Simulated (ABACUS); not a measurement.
# SiC (Moissanite) (P6_3mc) in ABACUS: further runs

One crystal, SiC (Moissanite), is run at these levels: PBE, RPBE; tasks: single point.

All numbers are computed with ABACUS 3.10.1; they aren't measurements. Logs are shortened: lines on timing, memory, paths and dates and some standing lists are left out, and cuts for length are marked.

### Step 1. The crystal as given

It takes space group P6_3mc (No. 186, hexagonal). Conventional cell: a = 3.076 Å, b = 3.076 Å, c = 5.048 Å, α = 90.00°, β = 90.00°, γ = 120.00°. Around Si (site symmetry 3m) lie 4 C at 1.87 to 1.94 Å. C (site symmetry 3m) has 4 Si at 1.87 to 1.94 Å as nearest neighbours.

### Step 2. Single point, PBE

run_abacus.py reads:

```python
"""ABACUS run from a structure file: ASE reads it, the script writes STRU, KPT and INPUT."""
import re
import subprocess
from ase.io import read
from ase.units import Bohr

atoms = read("SiC.cif")
atoms = atoms[(-atoms.numbers).argsort(kind="stable")]  # ABACUS lists atoms element by element
pseudo = {'Si': 'Si.upf', 'C': 'C.upf'}
orbital = {'Si': 'Si_confined-atom_7au_1s1p.orb', 'C': 'C_confined-atom_6au_1s1p.orb'}
magmoms = None
kmesh = [9, 9, 5]
params = {
    'suffix': 'SiC',
    'calculation': 'scf',
    'basis_type': 'lcao',
    'pseudo_dir': './',
    'orbital_dir': './',
    'symmetry': 1,
    'dft_functional': 'pbe',
    'ecutwfc': 100,
    'pseudo_rcut': 10,
    'nspin': 1,
    'nbands': 16,
    'ks_solver': 'genelpa',
    'smearing_method': 'fd',
    'smearing_sigma': 0.00367493,
    'scf_thr': 1e-07,
    'scf_nmax': 100,
    'mixing_type': 'broyden',
    'mixing_beta': 0.7,
    'cal_force': 1,
    'cal_stress': 1,
    'out_mul': 1,
    'out_chg': 1,
}

symbols = atoms.get_chemical_symbols()
elements = list(dict.fromkeys(symbols))
lines = ["ATOMIC_SPECIES"] + [f"{e} {atoms.get_masses()[symbols.index(e)]:.4f} {pseudo[e]}" for e in elements]
if orbital:
    lines += ["", "NUMERICAL_ORBITAL"] + [orbital[e] for e in elements]
lines += ["", "LATTICE_CONSTANT", f"{1 / Bohr:.10f}", "", "LATTICE_VECTORS"]
lines += [" ".join(f"{x:.10f}" for x in v) for v in atoms.cell]
lines += ["", "ATOMIC_POSITIONS", "Direct"]
for e in elements:
    lines += ["", e, "0.0", str(symbols.count(e))]
    for i, p in enumerate(atoms.get_scaled_positions(wrap=False)):
        if symbols[i] == e:
            mag = "" if magmoms is None else " mag " + " ".join(str(x) for x in (magmoms[i] if isinstance(magmoms[i], list) else [magmoms[i]]))
            lines.append(" ".join(f"{x:.10f}" for x in p) + " 1 1 1" + mag)
open("STRU", "w").write("\n".join(lines) + "\n")
open("KPT", "w").write("K_POINTS\n0\nGamma\n%d %d %d 0 0 0\n" % tuple(kmesh))
open("INPUT", "w").write("INPUT_PARAMETERS\n" + "".join(f"{k:<20s}{v}\n" for k, v in params.items()))

done = subprocess.run(['mpirun', '-np', '4', 'abacus'])
if done.returncode:
    raise SystemExit(done.returncode)
log = open("OUT.SiC/running_scf.log").read()
print("final energy (eV):", re.findall(r"FINAL_ETOT_IS (\S+)", log))
```

SiC.cif reads:

```cif
data_SiC
_cell_length_a 3.07600000
_cell_length_b 3.07600000
_cell_length_c 5.04800000
_cell_angle_alpha 90.00000000
_cell_angle_beta 90.00000000
_cell_angle_gamma 120.00000000
_space_group_name_H-M_alt 'P1'
_space_group_name_Hall 'P 1'
_space_group_IT_number 1
loop_
_space_group_symop_operation_xyz
'x,y,z'
loop_
_atom_site_label
_atom_site_type_symbol
_atom_site_symmetry_multiplicity
_atom_site_Wyckoff_symbol
_atom_site_fract_x
_atom_site_fract_y
_atom_site_fract_z
_atom_site_occupancy
Si1 Si 1 a 0.6666666667 0.3333333333 0.5000000000 1
Si2 Si 1 a 0.3333333333 0.6666666667 0.0000000000 1
C1 C 1 a 0.6666666667 0.3333333333 0.8850000000 1
C2 C 1 a 0.3333333333 0.6666666667 0.3850000000 1
```

Potentials or basis: PseudoDojo NC SR 0.5 PBE stringent, SZ LCAO (the cutoffs set its grid).

The run is started by

```
$ OMP_NUM_THREADS=1 python run_abacus.py > log
```

running log:

```text
ABACUS v3.10.1

               Atomic-orbital Based Ab-initio Computation at UStc

 ------------------------------------------------------------------------------------

 READING GENERAL INFORMATION
                           global_out_dir = OUT.SiC/
                           global_in_card = INPUT
                               pseudo_dir = ./
[... 8 lines left out ...]

 READING ATOM TYPE 1
                               atom label = Si
                      L=0, number of zeta = 1
                      L=1, number of zeta = 1
             number of atom for this type = 2

 READING ATOM TYPE 2
                               atom label = C
                      L=0, number of zeta = 1
                      L=1, number of zeta = 1
             number of atom for this type = 2

                        TOTAL ATOM NUMBER = 4
DIRECT COORDINATES
    atom                   x                   y                   z     mag                  vx                  vy                  vz
taud_Si1            0.6666666667        0.3333333333        0.5000000000  0.0000        0.0000000000        0.0000000000        0.0000000000
taud_Si2            0.3333333333        0.6666666667        0.0000000000  0.0000        0.0000000000        0.0000000000        0.0000000000
taud_C1            0.6666666667        0.3333333333        0.8850000000  0.0000        0.0000000000        0.0000000000        0.0000000000
taud_C2            0.3333333333        0.6666666667        0.3850000000  0.0000        0.0000000000        0.0000000000        0.0000000000

                          Volume (Bohr^3) = 279.138
                             Volume (A^3) = 41.364

 Lattice vectors: (Cartesian coordinate: in unit of a_0)
               +3.076                  +0                  +0
               -1.538            +2.66389                  +0
                   +0                  +0              +5.048
 Reciprocal vectors: (Cartesian coordinate: in unit of 2 pi/a_0)
            +0.325098           +0.187695                  -0
                   -0            +0.37539                  -0
                   +0                  -0           +0.198098
 The esolver type has been set to : ksdft_lcao

                PAO radial cut off (Bohr) = 10

 Read in pseudopotential file is Si.upf
                     pseudopotential type = NC
          exchange-correlation functional = PBE
                 nonlocal core correction = 1
                        valence electrons = 4
                                     lmax = 2
                           number of zeta = 2
                     number of projectors = 6
                           L of projector = 0
[... 5 lines left out ...]
                PAO radial cut off (Bohr) = 10

 Read in pseudopotential file is C.upf
                     pseudopotential type = NC
          exchange-correlation functional = PBE
                 nonlocal core correction = 1
                        valence electrons = 4
                                     lmax = 1
                           number of zeta = 2
                     number of projectors = 4
                           L of projector = 0
                           L of projector = 0
                           L of projector = 1
                           L of projector = 1
     initial pseudo atomic orbital number = 16

 SETUP THE ELECTRONS NUMBER
            electron number of element Si = 4
      total electron number of element Si = 8
             electron number of element C = 4
       total electron number of element C = 8
            AUTOSET number of electrons:  = 16
                           occupied bands = 8
                                   NLOCAL = 16
                                   NBANDS = 16
                                   NBANDS = 16
                                   NLOCAL = 16

 SETUP THE PLANE WAVE BASIS
 energy cutoff for charge/potential (unit:Ry) = 400
            fft grid for charge/potential = [ 40, 40, 64 ]
                        fft grid division = [ 5, 5, 4 ]
        big fft grid for charge/potential = [ 8, 8, 16 ]
                                     nbxx = 256
                                     nrxx = 25600

 SETUP PLANE WAVES FOR CHARGE/POTENTIAL
                    number of plane waves = 37735
                         number of sticks = 931

 PARALLEL PW FOR CHARGE/POTENTIAL
     PROC   COLUMNS(POT)             PW
        1            233           9433
        2            233           9433
        3            232           9436
[... 61 lines left out ...]
                                    nspin = 1
                   Input type of k points = Monkhorst-Pack(Gamma)
                                   nkstot = 405
                       right hand lattice = 1
(for reciprocal lattice: )
                             BRAVAIS TYPE = 4
                     BRAVAIS LATTICE NAME = 04. Hexagonal cell
                                    ibrav = 4
                       right hand lattice = 1
(for k-lattice: )
                             BRAVAIS TYPE = 4
                     BRAVAIS LATTICE NAME = 04. Hexagonal cell
                                    ibrav = 4
                       right hand lattice = 1
                        ROTATION MATRICES = 24
                               nkstot_ibz = 36
K-POINTS REDUCTION ACCORDING TO SYMMETRY
     IBZ    DIRECT_X    DIRECT_Y    DIRECT_Z  WEIGHT  ibz2bz
       1  0.00000000  0.00000000  0.00000000  0.0025       0
       2 -0.11111111  0.11111111  0.00000000  0.0148       1
       3 -0.22222222  0.22222222  0.00000000  0.0148       2
       4 -0.33333333  0.33333333  0.00000000  0.0148       3
       5 -0.44444444  0.44444444  0.00000000  0.0148       4
       6 -0.11111111  0.22222222  0.00000000  0.0148      10
[... 22 lines left out ...]
      29 -0.44444444  0.44444444  0.40000000  0.0296     166
      30 -0.11111111  0.22222222  0.40000000  0.0296     172
[... 6 further k points ...]

                               nkstot now = 36
[... K-POINTS DIRECT COORDINATES: 36 rows ...]

           k-point number in this process = 36
       minimum distributed K point number = 36
[... stars of the k points ...]

[... K-POINTS CARTESIAN COORDINATES: 36 rows ...]

[... K-POINTS DIRECT COORDINATES: 36 rows ...]

 SETUP PLANE WAVES FOR WAVE FUNCTIONS
     energy cutoff for wavefunc (unit:Ry) = 100
              fft grid for wave functions = [ 40, 40, 64 ]
                    number of plane waves = 6303
                         number of sticks = 283

 PARALLEL PW FOR WAVE FUNCTIONS
     PROC   COLUMNS(POT)             PW
        1             71           1577
        2             71           1577
        3             71           1577
        4             70           1572
 --------------- sum -------------------
        4            283           6303

 SET NONLOCAL PSEUDOPOTENTIAL PROJECTORS
 SET NONLOCAL PSEUDOPOTENTIAL PROJECTORS
 max number of nonlocal projetors among all species is 6

 -------------------------------------------
 SELF-CONSISTENT
 -------------------------------------------

 SETUP SEARCHING RADIUS FOR PROGRAM TO SEARCH ADJACENT ATOMS
                  longest orb rcut (Bohr) = 7
   longest nonlocal projector rcut (Bohr) = 1.94
                     search radius (Bohr) = 17.9
              searching radius is (Bohr)) = 17.9
         searching radius unit is (Bohr)) = 1.89
                         PeriodicBoundary = 1
                        Radius(unit:lat0) = 9.46
                                   glayer = [ 5, 5, 3 ]
                             glayer_minus = [ 4, 4, 2 ]

Find the coordinate range of the input atom(unit:lat0).
                                  min_tau = [ -18.5, -9.77, -10.1 ]
                                  max_tau = [ 20, 12.4, 14.6 ]
                                BoxNumber = [ 9, 9, 5 ]

 SETUP EXTENDED REAL SPACE GRID FOR GRID INTEGRATION
                          real space grid = [ 40, 40, 64 ]
                 big cell numbers in grid = [ 8, 8, 16 ]
             meshcell numbers in big cell = [ 5, 5, 4 ]
                        extended fft grid = [ 12, 12, 12 ]
                dimension of extened grid = [ 33, 33, 41 ]
                            UnitCellTotal = 75
              Atom number in sub-FFT-grid = 4
    Local orbitals number in sub-FFT-grid = 16
                                ParaV.nnr = 2672
                                 init_chg = atomic

 LCAO ALGORITHM --------------- ION=   1  ELEC=   1--------------------------------

 Density error is 0.259178965025
----------------------------------------------------------
     Energy           Rydberg                 eV
----------------------------------------------------------
 E_KohnSham     -40.4904219330       -550.9004527125
 E_Harris       -38.4965947527       -523.7730422337
 E_Fermi        0.9145678375         12.4433337975
----------------------------------------------------------
[... 80 lines left out ...]
 Density error is 2.91980373128e-08
----------------------------------------------------------
     Energy           Rydberg                 eV
----------------------------------------------------------
 E_KohnSham     -40.7510862808       -554.4469731085
 E_KS(sigma->0) -40.7510862808       -554.4469731085
 E_Harris       -40.7510865578       -554.4469768774
 E_band         4.4261583668         60.2209740392
 E_one_elec     11.5236047225        156.7866857257
 E_Hartree      4.5820238657         62.3416329451
 E_xc           -15.0675256898       -205.0042041431
 E_Ewald        -41.7891891791       -568.5710876363
 E_entropy(-TS) 0.0000000000         0.0000000000
 E_descf        0.0000000000         0.0000000000
 E_exx          0.0000000000         0.0000000000
 E_Fermi        1.0075306476         13.7081577170
----------------------------------------------------------

 charge density convergence is achieved
 final etot is -554.44697311 eV
 EFERMI = 13.708157717 eV

 STATE ENERGY(eV) AND OCCUPATIONS    NSPIN == 1
 1/36 kpoint (Cartesian) = 0.0000 0.0000 0.0000 (1184 pws)
       1       -5.85801     0.00493827
       2       -2.32037     0.00493827
       3        1.18084     0.00493827
       4        8.54482     0.00493827
       5        8.54482     0.00493827
       6        10.3457     0.00493827
[... 8 lines left out ...]
      15        20.7401    4.11648e-64
      16        24.0445        0.00000
[... 76 lines left out ...]
       3        1.74961      0.0296296
       4        5.90819      0.0296296
       5        7.09169      0.0296296
       6        8.31584      0.0296296
[... 8 lines left out ...]
      15        22.7691    5.88125e-81
      16        23.8110        0.00000

[... levels at 30 further k points ...]

 correction force for each atom along direction 1 is 0.000692018
 correction force for each atom along direction 2 is -0.000136494
 correction force for each atom along direction 3 is -2.18998e-07
------------------------------------------------------------------------------------------
 TOTAL-FORCE (eV/Angstrom)
------------------------------------------------------------------------------------------
                       Si1         0.0000000000         0.0000000000         1.2238774654
                       Si2         0.0000000000         0.0000000000         1.2238774654
                        C1         0.0000000000         0.0000000000        -1.2238774654
                        C2         0.0000000000         0.0000000000        -1.2238774654
------------------------------------------------------------------------------------------

----------------------------------------------------------------
 TOTAL-STRESS (KBAR)
----------------------------------------------------------------
       292.0203839843        -0.0000000000         0.0000000000
         0.0000000000       292.0203839933         0.0000000000
         0.0000000000         0.0000000000       204.9822781950
----------------------------------------------------------------
 TOTAL-PRESSURE: 263.007682 KBAR

 --------------------------------------------
 !FINAL_ETOT_IS -554.4469731085411013 eV
 --------------------------------------------
```

Wall time 2.4 s (4 MPI ranks of Intel Xeon Platinum 8488C (Sapphire Rapids), shared host); peak memory 0.36 GiB.

The run converged, but some of its settings lie outside the range that counts as converged, so its numbers aren't taken as properties of the crystal.

What came out:

- Free energy: -554.4470 eV
- Pressure: 26.3 GPa
- Largest force: 1.224 eV/Å
- Band gap on the k mesh: 5.05 eV, indirect (least direct gap 5.97 eV)
- Mulliken charges: Si +0.93; C -0.93 e

Caveat: the atomic orbitals were generated for these runs and aren't a published set; Mulliken charges move with the basis; an odd mesh through Γ misses points on the zone boundary, where band edges often lie; the basis of atomic orbitals isn't converged, which shifts pressures, moduli and gaps; forces of over 1 eV/Å show positions far from the minimum, so gaps and moduli don't describe the material at rest.

(Continued in part 2 of 2.)
